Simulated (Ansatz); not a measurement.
ZrO$_{2}$: zone-centre modes

Computed with Ansatz 0.2.0, DFT PBE, scalar-relativistic, plane waves, PAW. Cutoff 420 eV, Γ-centred 8×8×8 k-points, Gaussian smearing of 0.05 eV. No spin polarisation.

Reference structure (relaxed at this level; this fluorite-type form isn't the usual structure):

```
Zr O
1.0
     0.00000    2.55790    2.55790
     2.55790    0.00000    2.55790
     2.55790    2.55790    0.00000
Zr O
1 2
Direct
  0.00000 0.00000 0.00000
  0.25000 0.25000 0.25000
  0.75000 0.75000 0.75000
```

Harmonic modes by finite displacements of 0.02 Å, without the LO–TO term.

**Question.** At this geometry, is the structure stable against these modes?

**Answer.** Yes: no mode is imaginary beyond 10 cm⁻¹, and only the three translations lie near zero.

**Question.** List the wavenumbers in cm⁻¹.

**Answer.** 0, 0, 0, 220, 220, 220, 549, 549, 549.

Cost: 1 run of about 0.14 core-minutes, on Arm Neoverse V2 (shared hosts).